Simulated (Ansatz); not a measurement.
# Au under strain

The calculation used DFT PBEsol, scalar-relativistic, plane waves, PAW (Ansatz 0.2.0). Run with 420 eV cutoff, 18×18×14 k-mesh, Gaussian smearing of 0.10 eV, no spin polarisation.

The relaxed crystal:

```yaml
crystal:
  lattice:
    - [2.04188, 2.04188, 0.00000]
    - [-2.04188, 2.04188, 0.00000]
    - [0.00000, 0.00000, 4.08376]
  atoms:
    - { symbol: Au, position: [0.00000, 0.00000, 0.00000] }
    - { symbol: Au, position: [0.50000, 0.50000, 0.50000] }
```

Deformation: biaxial strain in the a-b plane, with the length and tilt of c and the atoms relaxed, all within the symmetry that the strain leaves. Energies are extrapolated to zero smearing. On this cell's mesh the reference holds a stress of up to 0.41 GPa.

Spin–orbit coupling is left out, which can shift energies with elements as heavy as these.

| strain (%) | ΔE (meV/atom) | a (Å) | b (Å) | c (Å) |
| --- | --- | --- | --- | --- |
| -3.0 | 10.9 | 2.801 | 2.801 | 4.294 |
| -2.0 | 5.6 | 2.830 | 2.830 | 4.220 |
| -1.0 | 1.9 | 2.859 | 2.859 | 4.144 |
| +0.0 | 0.0 | 2.888 | 2.888 | 4.084 |
| +1.0 | -0.1 | 2.917 | 2.917 | 4.007 |
| +2.0 | 1.7 | 2.945 | 2.945 | 3.942 |
| +3.0 | 4.7 | 2.974 | 2.974 | 3.875 |

**Question.** What stiffness (1/V) d²E/dε² at zero strain does a cubic fit over all points give?

**Answer.** A cubic fit gives (1/V) d²E/dε² = 163 GPa at zero strain (twice the biaxial modulus).

**Question.** How does the free axis c answer a small strain?

**Answer.** Between the innermost points its strain is -1.68 times the applied one.